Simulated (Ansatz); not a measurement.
AlN: generalised stacking fault

Computed with Ansatz 0.2.0, DFT r2SCAN, scalar-relativistic, plane waves, PAW. Cutoff 500 eV, Γ-centred 8×8×3 k-points, Gaussian smearing of 0.05 eV. No spin polarisation. Energies are free energies at this smearing, counted from the undisturbed cell; pressure is positive in compression.

Reference structure (relaxed at this level):

```
Al N
1.0
    -3.10667    0.00000    0.00000
    -1.55333   -2.69045    0.00000
     0.00000    0.00000    9.95681
Al N
4 4
Cartesian
  -1.5533 -0.8968 9.0069
  -1.5533 -0.8968 4.0285
  -3.1067 -1.7936 1.5393
  -3.1067 -1.7936 6.5177
  -1.5533 -0.8968 0.9499
  -1.5533 -0.8968 5.9283
  -3.1067 -1.7936 3.4391
  -3.1067 -1.7936 8.4175
```

The cut lies on the cell's a–b face, a (0 0 1) plane (indices in the standard cell, whose axes needn't be the Cartesian ones shown) of area 8.36 Å², between layers 1.90 Å apart. Vector c is tilted by f times 1·a + 1·b (length 5.381 Å) with the atoms' Cartesian places fixed: one unrelaxed fault a cell.

| f | γ (mJ/m²) | shear traction, the slope of γ along the slip (GPa) | gap on the mesh (eV) |
| --- | --- | --- | --- |
| 0.0000 | 0 | 0.0 | 4.88 |
| 0.0833 | 497 | 22.0 | 4.58 |
| 0.1667 | 1866 | 36.5 | 4.02 |
| 0.2500 | 3435 | 28.9 | 3.50 |
| 0.3333 | 4119 | 0.0 | 3.23 |
| 0.4167 | 3632 | -16.6 | 3.44 |
| 0.5000 | 3044 | -6.9 | 3.79 |
| 0.5833 | 3040 | 4.9 | 3.67 |
| 0.6667 | 3221 | 0.0 | 3.53 |
| 0.7500 | 2832 | -18.2 | 3.64 |
| 0.8333 | 1687 | -29.9 | 4.24 |
| 0.9167 | 479 | -20.7 | 4.67 |

Cost: 12 runs of about 5.1 core-minutes in all, on Arm Neoverse V1 (shared hosts).